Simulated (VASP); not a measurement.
# Si in VASP: work function with PBE

Aim: the work function of Si with PBE.

Program: VASP 6.6.1. These are calculated values, not measurements. Logs are shortened: lines on timing, memory, paths and dates and some standing lists are left out, and cuts for length are marked.

### Step 1. The slab as given

The cell holds a slab with vacuum, 12 atoms: a = 7.734 Å, b = 3.867 Å, c = 21.436 Å, α = 90.00°, β = 90.00°, γ = 90.00°.

The cell was built by a generator and needn't be a form met in nature.

### Step 2. Work function, PBE

The input, INCAR:

```
SYSTEM = Si
PREC = Accurate ; ENCUT = 700
EDIFF = 1E-7 ; ISMEAR = 0
SIGMA = 0.03 ; LREAL = .FALSE.
LASPH = .TRUE. ; NELM = 80
ALGO = Fast ; ISIF = 2
LWAVE = .FALSE. ; LCHARG = .TRUE.
LDIPOL = .TRUE. ; IDIPOL = 3
DIPOL = 0.5 0.5 0.500 ; GGA = PE
LVHAR = .TRUE. ; LVACPOTAV = .TRUE.
KPAR = 4
```

The input, KPOINTS:

```
Automatic mesh
0
G
  4 7 1
  0 0 0
```

The input, POSCAR:

```
Si                                      
1.0
    7.7338814500      0.0000000000      0.0000000000
    0.0000000000      3.8669407200      0.0000000000
    0.0000000000      0.0000000000     21.4358500000
  Si            
    12
Direct
     0.8618426944093783    0.0000000099975001    0.3730685087820336
     0.5753028956540481    0.0000000045073225    0.3374276247892909
     0.5226827876270203    0.5000000054506709    0.4016691717193479
     0.0115114160758387    0.5000000088967457    0.4023092595742331
     0.2675769218776807    0.4999999995789874    0.4667087220171389
     0.7610843328511112    0.5000000021895054    0.4695503263109988
     0.7610840870898471    0.0000000030716406    0.5304494470540423
     0.2675769805048015    0.0000000001267666    0.5332913852318668
     0.5226827944507808    0.9999999963360211    0.5983307419930559
     0.0115109076552816    0.9999999870278505    0.5976908950982290
     0.8618422020507152    0.4999999858162523    0.6269314114511294
     0.5753019797534963    0.4999999970007373    0.6625725059786332
```

Potentials or basis: VASP PAW PBE potentials, release 64 (Si).

The run is started by

```
cat potpaw_PBE.64/Si/POTCAR > POTCAR
mpirun -np 4 vasp_std > vasp.out
```

OUTCAR:

```text
SYSTEM = Si
   PREC = Accurate
   ENCUT = 700
   EDIFF = 1E-7
   ISMEAR = 0
   LREAL = .FALSE.
   LASPH = .TRUE.
   NELM = 80
   ISIF = 2
   GGA = PE

 ion  position               nearest neighbor table
   1  0.862  0.000  0.373-   4 2.34   4 2.34   2 2.34   6 2.94   6 2.94
   2  0.575  0.000  0.337-   1 2.34   3 2.41   3 2.41
   3  0.523  0.500  0.402-   6 2.35   2 2.41   2 2.41   5 2.42
   4  0.012  0.500  0.402-   1 2.34   1 2.34   5 2.41   6 2.41
   5  0.268  0.500  0.467-   8 2.40   8 2.40   4 2.41   3 2.42
   6  0.761  0.500  0.470-   7 2.33   7 2.33   3 2.35   4 2.41   1 2.94   1 2.94
   7  0.761  0.000  0.530-   6 2.33   6 2.33   9 2.35  10 2.41  11 2.94  11 2.94
   8  0.268  0.000  0.533-   5 2.40   5 2.40  10 2.41   9 2.42
   9  0.523  1.000  0.598-   7 2.35  12 2.41  12 2.41   8 2.42
  10  0.012  1.000  0.598-  11 2.34  11 2.34   8 2.41   7 2.41
  11  0.862  0.500  0.627-  10 2.34  10 2.34  12 2.34   7 2.94   7 2.94
  12  0.575  0.500  0.663-  11 2.34   9 2.41   9 2.41

  LATTYP: Found a simple orthorhombic cell.
 ALAT       =     3.8669407200
 B/A-ratio  =     2.0000000026
 C/A-ratio  =     5.5433614198

  Lattice vectors:

 A1 = (   0.0000000000,  -3.8669407200,   0.0000000000)
 A2 = (   7.7338814500,   0.0000000000,   0.0000000000)
 A3 = (   0.0000000000,   0.0000000000,  21.4358500000)

Analysis of symmetry for initial positions (statically):
=====================================================================
 Subroutine PRICEL returns:
 Original cell was already a primitive cell.

 Routine SETGRP: Setting up the symmetry group for a
 simple orthorhombic supercell.

 Subroutine GETGRP returns: Found  4 space group operations
 (whereof  2 operations were pure point group operations)
 out of a pool of  8 trial point group operations.

The static configuration has the point symmetry C_1h.
 The point group associated with its full space group is C_2v.

Analysis of symmetry for dynamics (positions and initial velocities):
=====================================================================
 Subroutine PRICEL returns:
 Original cell was already a primitive cell.

 Routine SETGRP: Setting up the symmetry group for a
 simple orthorhombic supercell.

 Subroutine GETGRP returns: Found  4 space group operations
 (whereof  2 operations were pure point group operations)
 out of a pool of  8 trial point group operations.

The dynamic configuration has the point symmetry C_1h.
 The point group associated with its full space group is C_2v.

 Subroutine INISYM returns: Found  4 space group operations
 (whereof  2 operations are pure point group operations),
 and found     1 'primitive' translations

----------------------------------------------------------------------------------------

                                     Primitive cell

  volume of cell :     641.0704

  direct lattice vectors                    reciprocal lattice vectors
     7.733881450  0.000000000  0.000000000     0.129301180  0.000000000  0.000000000
     0.000000000  3.866940720  0.000000000     0.000000000  0.258602361  0.000000000
     0.000000000  0.000000000 21.435850000     0.000000000  0.000000000  0.046650821

  length of vectors
     7.733881450  3.866940720 21.435850000     0.129301180  0.258602361  0.046650821

  position of ions in fractional coordinates (direct lattice)
     0.861842694  0.000000010  0.373068509
     0.575302896  0.000000005  0.337427625
     0.522682788  0.500000005  0.401669172
     0.011511416  0.500000009  0.402309260
     0.267576922  0.500000000  0.466708722
     0.761084333  0.500000002  0.469550326
     0.761084087  0.000000003  0.530449447
     0.267576981  0.000000000  0.533291385
     0.522682794  0.999999996  0.598330742
     0.011510908  0.999999987  0.597690895
     0.861842202  0.499999986  0.626931411
     0.575301980  0.499999997  0.662572506

  ion indices of the primitive-cell ions
   primitive index   ion index
                 1           1
                 2           2
                 3           3
                 4           4
                 5           5
                 6           6
                 7           7
                 8           8
                 9           9
                10          10
                11          11
                12          12

----------------------------------------------------------------------------------------

 KPOINTS: Automatic mesh

Automatic generation of k-mesh.
 Grid dimensions read from file:
 generate k-points for:    4    7    1

 Generating k-lattice:

  Cartesian coordinates                     Fractional coordinates (reciprocal lattice)
     0.032325295  0.000000000  0.000000000     0.250000000  0.000000000  0.000000000
     0.000000000  0.036943194  0.000000000     0.000000000  0.142857143  0.000000000
     0.000000000  0.000000000  0.046650821     0.000000000  0.000000000  1.000000000

  Length of vectors
     0.032325295  0.036943194  0.046650821

  Shift w.r.t. Gamma in fractional coordinates (k-lattice)
     0.000000000  0.000000000  0.000000000

 Subroutine IBZKPT returns following result:
 ===========================================

 Found     12 irreducible k-points:

 Following reciprocal coordinates:
            Coordinates               Weight
  0.000000  0.000000  0.000000      1.000000
  0.250000  0.000000  0.000000      2.000000
  0.500000  0.000000  0.000000      1.000000
  0.000000  0.142857  0.000000      2.000000
  0.250000  0.142857  0.000000      4.000000
  0.500000  0.142857  0.000000      2.000000
  0.000000  0.285714  0.000000      2.000000
  0.250000  0.285714  0.000000      4.000000
  0.500000  0.285714  0.000000      2.000000
  0.000000  0.428571  0.000000      2.000000
  0.250000  0.428571  0.000000      4.000000
  0.500000  0.428571  0.000000      2.000000
   k-points           NKPTS =     12   k-points in BZ     NKDIM =     12   number of bands    NBANDS=     31
   number of dos      NEDOS =    301   number of ions     NIONS =     12
   total plane-waves  NPLWV = 483840
   dimension x,y,z NGX =    70 NGY =   36 NGZ =  192
   dimension x,y,z NGXF=   140 NGYF=   72 NGZF=  384
   ions per type =              12
   NGX,Y,Z   is equivalent  to a cutoff of  15.05, 15.48, 14.89 a.u.
   NGXF,Y,Z  is equivalent  to a cutoff of  30.09, 30.95, 29.78 a.u.
 SYSTEM =  Si
   PREC   = accura    normal or accurate (medium, high low for compatibility)
   ISTART =      0    job   : 0-new  1-cont  2-samecut
   ICHARG =      2    charge: 1-file 2-atom 10-const
   ISPIN  =      1    spin polarized calculation?
   LNONCOLLINEAR =      F non collinear calculations
   LSORBIT =      F    spin-orbit coupling
   LASPH  =      T    aspherical Exc in radial PAW
   ENCUT  =  700.0 eV  51.45 Ry    7.17 a.u.  16.68  8.34 46.24*2*pi/ulx,y,z
   NELM   =     80;   NELMIN=  2; NELMDL= -5     # of ELM steps
   EDIFF  = 0.1E-06   stopping-criterion for ELM
   LREAL  =      F    real-space projection
   EDIFFG = 0.1E-05   stopping-criterion for IOM
   NSW    =      0    number of steps for IOM
   IBRION =     -1    ionic relax: 0-MD 1-quasi-New 2-CG
   NFREE  =      0    steps in history (QN), initial steepest desc. (CG)
   ISIF   =      2    stress and relaxation
   ISYM   =      2    0-nonsym 1-usesym 2-fastsym
   POTIM  = 0.5000    time-step for ionic-motion
   TEBEG  =    0.0;   TEEND  =   0.0 temperature during run
   PSTRESS=    0.0 pullay stress
   NELECT =      48.0000    total number of electrons
   NUPDOWN=      -1.0000    fix difference up-down
   EMIN   =  10.00;   EMAX   =-10.00  energy-range for DOS
   EFERMI =   0.00;   METHOD = LEGACY
   ISMEAR =     0;   SIGMA  =   0.03  broadening in eV -4-tet -1-fermi 0-gaus
   EFERMI_NEDOS =   21; number of points for ismear=-14 and -15
   IALGO  =     68    algorithm
   IMIX   =      4    mixing-type and parameters
     AMIX     =   0.40;   BMIX     =  1.00
     AMIX_MAG =   1.60;   BMIX_MAG =  1.00
  volume/ion in A,a.u.               =      53.42       360.51
  Fermi-wavevector in a.u.,A,eV,Ry     =   0.690007  1.303924  6.477860  0.476109
  Thomas-Fermi vector in A             =   1.771253
   LORBIT       =      0    0 simple, 1 ext, 2 COOP (PROOUT), +10 PAW based schemes
   GGA     = PE    functional components
   LHFCALC =     F    Hartree Fock is set to
   AEXX    =    0.0000 exact exchange contribution
   IVDW    =     0    specifies the selected vdW correction
   LEPSILON=     F    determine dielectric tensor
   LRPA    =     F    only Hartree local field effects (RPA)
 non-spin polarized calculation
 RMM-DIIS sequential band-by-band and
 Gauss-broadening in eV      SIGMA  =   0.03
  energy-cutoff  :      700.00
  volume of cell :      641.07
 maximum number of plane-waves:     27042
 NGX is ok and might be reduce to    70
   NGX = 33   NGY = 17   NGZ = 93

 dipolmoment           0.000000      0.000000      0.000000 electrons x Angstroem

 number of electron      47.9999998 magnetization

 dipolmoment           0.000000      0.000000     -0.000000 electrons x Angstroem

 Free energy of the ion-electron system (eV)
  ---------------------------------------------------
  ext. energy  EPLUGINS =         0.00000000
  ---------------------------------------------------
  free energy    TOTEN  =       -60.10076183 eV

  energy without entropy =      -60.10076183  energy(sigma->0) =      -60.10076183

 E-fermi :  -0.7011     XC(G=0):  -4.2615

 val. band max:       -0.8472202730   @ k =   0.5000   0.1429   0.0000
 cond. band min:      -0.5516044119   @ k =   0.0000   0.4286   0.0000
 fundamental gap:      0.2956158611
 Fermi energy:        -0.7011496462

 k-point     1 :       0.0000    0.0000    0.0000
  band No.  band energies     occupation
      1     -12.8816      2.00000
      2     -12.0375      2.00000
      3     -10.8822      2.00000
      4     -10.1594      2.00000
      5      -9.9326      2.00000
      6      -9.6555      2.00000
[... 397 lines left out ...]
     30       1.1897      0.00000
     31       2.1042      0.00000

------------------------ aborting loop because EDIFF is reached ----------------------------------------

  FORCE on cell =-STRESS in cart. coord.  units (eV):
  Direction    XX          YY          ZZ          XY          YZ          ZX
  --------------------------------------------------------------------------------------
  -------------------------------------------------------------------------------------
  Total       -4.9141144      1.4532539      0.0456989      0.0000000      0.0000000      0.0000000
  in kB      -12.2814631      3.6320042      0.1142117      0.0000000      0.0000000      0.0000000
  external PRESSURE =      -2.8450824 kB  Pullay stress =       0.0000000 kB

 VOLUME and BASIS-vectors are now :
 -----------------------------------------------------------------------------
  energy-cutoff  :      700.00
  volume of cell :      641.07
      direct lattice vectors                 reciprocal lattice vectors
     7.733881450  0.000000000  0.000000000     0.129301180  0.000000000  0.000000000
     0.000000000  3.866940720  0.000000000     0.000000000  0.258602361  0.000000000
     0.000000000  0.000000000 21.435850000     0.000000000  0.000000000  0.046650821

 POSITION                                       TOTAL-FORCE (eV/Angst)
 -----------------------------------------------------------------------------------
      6.66539      0.00000      7.99704        -0.005856      0.000000     -0.008019
      4.44932      0.00000      7.23305         0.000991      0.000000     -0.000181
      4.04237      1.93347      8.61012         0.001303      0.000000      0.005106
      0.08903      1.93347      8.62384         0.002396      0.000000     -0.008464
      2.06941      1.93347     10.00430         0.000599      0.000000      0.009193
      5.88614      1.93347     10.06521         0.000567      0.000000     -0.004610
      5.88613      0.00000     11.37063         0.000567      0.000000      0.004610
      2.06941      0.00000     11.43155         0.000599      0.000000     -0.009193
      4.04237      3.86694     12.82573         0.001303      0.000000     -0.005106
      0.08902      3.86694     12.81201         0.002396      0.000000      0.008464
      6.66539      1.93347     13.43881        -0.005856      0.000000      0.008019
      4.44932      1.93347     14.20280         0.000991      0.000000      0.000181
 -----------------------------------------------------------------------------------
    total drift:                                0.000054      0.000000      0.000230

  FREE ENERGIE OF THE ION-ELECTRON SYSTEM (eV)
  ---------------------------------------------------
  free  energy   TOTEN  =       -60.1007618261 eV

  energy  without entropy=      -60.1007618261  energy(sigma->0) =      -60.10076183

 vacuum level on the upper side and lower side of the slab         4.106         4.106
```

Wall time 2.6 min (4 MPI ranks of AMD EPYC 9R45 (Zen 5), shared host); peak memory 1.1 GiB.

Results:

```yaml
Free_energy: -60.1008 eV
Largest_force: 0.010 eV/Å
Band_gap_on_the_k_mesh: 0.30 eV, indirect (least direct gap 0.53 eV)
Ionisation_potential_of_the_upper_face: 4.95 eV
```

Forces on the atoms (eV/Å):
```
Si  -0.006  0.000 -0.008
Si   0.001  0.000  0.000
Si   0.001  0.000  0.005
Si   0.002  0.000 -0.008
Si   0.001  0.000  0.009
Si   0.001  0.000 -0.005
Si   0.001  0.000  0.005
Si   0.001  0.000 -0.009
Si   0.001  0.000 -0.005
Si   0.002  0.000  0.008
Si  -0.006  0.000  0.008
Si   0.001  0.000  0.000
```
